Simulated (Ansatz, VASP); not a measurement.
Se in VASP and in Ansatz

INCAR

```
PREC = Accurate
ENCUT = 520
EDIFF = 1E-7
ISMEAR = 0
SIGMA = 0.1
LREAL = F
LASPH = T
NELM = 80
ALGO = Normal
ISIF = 2
LWAVE = F
LCHARG = T
GGA = PE
LELF = T
LVHAR = T
NBANDS = 20
```

File KPOINTS:

```
regular mesh
0
Gamma
  6 6 4
```

POSCAR

```
Se
1.0
    3.5951919900      0.0000000000      0.0000000000
   -1.7975960000      3.1135276000      0.0000000000
    0.0000000000      0.0000000000      5.9903896100
Se
4
Direct
    0.0000000000      0.0000000000      0.8025568000
    0.0000000000      0.0000000000      0.1974432000
    0.3333333300      0.6666666700      0.6146058900
    0.6666666700      0.3333333300      0.3853941100
```

Input for Ansatz:

```yaml
crystal:
  lattice:
    - [3.59519199, 0.0, 0.0]
    - [-1.797596, 3.1135276, 0.0]
    - [0.0, 0.0, 5.99038961]
  atoms:
    - { symbol: Se, position: [0.0, 0.0, 0.8025568] }
    - { symbol: Se, position: [0.0, 0.0, 0.1974432] }
    - { symbol: Se, position: [0.33333333, 0.66666667, 0.61460589] }
    - { symbol: Se, position: [0.66666667, 0.33333333, 0.38539411] }
basis:
  ecutwfc: 420
kpoints:
  mp_grid: { grid: [6, 6, 4] }
hamiltonian:
  xc: pbe
scf:
  occupations: { method: gaussian, width: 0.1 }
  lower_state_search: "off"
output:
  forces: true
  stress: true
  eigenvalues: true
```

Alike in both runs: task single point; functional PBE; k mesh 6 × 6 × 4; occupations gaussian, width 0.1 eV; no spin polarisation.

|  | VASP | Ansatz |
| --- | --- | --- |
| version | VASP 6.6.1 | Ansatz 0.2.0 |
| potentials or method | VASP PAW PBE potentials, release 64 (Se) | scalar-relativistic, plane waves, PAW |
| plane-wave cutoff (eV) | 520 | 420 |
| valence electrons in the cell | 24 | 64 |

```csv
,VASP,Ansatz,Ansatz less VASP
gap on the k mesh at the Fermi level (eV),none,none,-
rms of the force components (eV/Å),1.316,1.303,-0.0131
```

Atom by atom the forces differ by 0.013 eV/Å (rms over components). A gap of «none» marks a metal or a gap that the smearing closes. The two sets of potentials don't hold the same shells in valence.

Caveats: forces of over 1 eV/Å show positions far from the minimum, so gaps and moduli don't describe the material at rest.
